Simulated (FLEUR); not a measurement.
The system is AgCl (Chlorargyrite).

```
Ag Cl
1.0
     0.00000    2.73500    2.73500
     2.73500    0.00000    2.73500
     2.73500    2.73500    0.00000
Ag Cl
1 1
Direct
  0.00000 0.00000 0.00000
  0.50000 0.50000 0.50000
```

Base run:

```yaml
Program: FLEUR MaX-R8.1 (later development tree)
Functional: BLYP
Potentials_or_basis: all-electron
Basis: FLAPW
Kmax: 4.78 1/bohr
k_mesh: 8 × 8 × 8
Occupations: fermi-dirac, width 0.05 eV
Spin: no spin polarisation
```

Its results: band gap on the k mesh 0.96 eV, indirect (least direct gap 3.36 eV).

**Question.** The run is repeated on the same cell with these changes: functional from BLYP to RPBE. What comes out?

**Answer.** Band gap on the k mesh 1.26 eV, indirect (least direct gap 3.62 eV).

Not every run made on this cell is shown here.
